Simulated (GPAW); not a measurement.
The system is Hf.

```
CELL_PARAMETERS angstrom
3.19670 0.00000 0.00000
-1.59835 2.76842 0.00000
0.00000 0.00000 5.05780
ATOMIC_POSITIONS crystal
Hf 0.66667 0.33333 0.75000
Hf 0.33333 0.66667 0.25000
```

Base run:

| Property | Result |
| --- | --- |
| Program | GPAW 26.7.0 |
| Functional | PBEsol |
| Potentials or basis | PAW data sets generated in the run's folder for this functional |
| Cutoff | 600 eV |
| Basis | pw |
| k mesh | 10 × 10 × 5 |
| Occupations | fermi-dirac, width 0.05 eV |
| Spin | no spin polarisation |

Its results: band gap on the k mesh none (metal or under the smearing width); pressure -3.5 GPa.

Q: The run is repeated on the same cell with these changes: functional from PBEsol to PW91. What comes out?

A: Band gap on the k mesh none (metal or under the smearing width); pressure 0.3 GPa.

PW91 binds less tightly than PBEsol, so the same cell stands under more pressure.
